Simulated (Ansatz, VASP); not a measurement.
This is a calculation of GaSb for VASP 6.6.1. 

File INCAR:

```
SYSTEM = GaSb
ALGO = Fast
EDIFF = 1E-7
ENCUT = 520
GGA = PE
ISIF = 2
ISMEAR = 0
LASPH = .True.
LCHARG = .True.
LELF = .True.
LREAL = .False.
LVHAR = .True.
LWAVE = .False.
NELM = 60
PREC = Accurate
SIGMA = 0.028999999999999998
```

KPOINTS

```
k-points
0
Gamma
  8 8 8
  0 0 0
```

POSCAR

```
GaSb
1.0
    0.0000000000      3.0590000000      3.0590000000
    3.0590000000      0.0000000000      3.0590000000
    3.0590000000      3.0590000000      0.0000000000
Sb Ga
1 1
Direct
    0.7500000000      0.7500000000      0.7500000000
    0.0000000000      0.0000000000      0.0000000000
```

Potentials or basis: VASP PAW PBE potentials, release 64 (Sb, Ga_d).

Launch:

```bash
$ cat potpaw_PBE.64/Sb/POTCAR potpaw_PBE.64/Ga_d/POTCAR > POTCAR
$ mpirun -np 1 vasp_std > vasp.out
```

**Question.** What does the same run look like in Ansatz 0.2.0? Potentials or basis there: all-electron LAPW, scalar-relativistic.

**Answer.** As run (cutoffs and basis follow the program's own potentials, and thresholds, step limits or extra output files can differ):

The input input.yaml:

```yaml
crystal:
  lattice:
    - [0.0, 3.059, 3.059]
    - [3.059, 0.0, 3.059]
    - [3.059, 3.059, 0.0]
  atoms:
    - { symbol: Sb, position: [0.75, 0.75, 0.75] }
    - { symbol: Ga, position: [0.0, 0.0, 0.0] }
kpoints:
  mp_grid: { grid: [8, 8, 8] }
scf:
  occupations: { method: gaussian, width: 0.029 }
hamiltonian:
  xc: pbe
  pseudopotentials: { kind: all_electron, lapw: { basis_error: 0.001 } }
output:
  forces: true
  stress: true
  eigenvalues: true
```

Potentials or basis: all-electron LAPW, scalar-relativistic.

The run is started by

```bash
$ ansatz run input.yaml --threads 1 --pin off --max-ram 3072MiB --backend cpu --events-out ev --progress --plain --runs-dir out
```

Both were run:

|  | VASP | Ansatz |
| --- | --- | --- |
| Pressure | 2.4 GPa | 2.3 GPa |

Where Ansatz's input types no cutoff or centring, it takes its own default and a Γ-centred mesh.

Pressure is positive in compression.
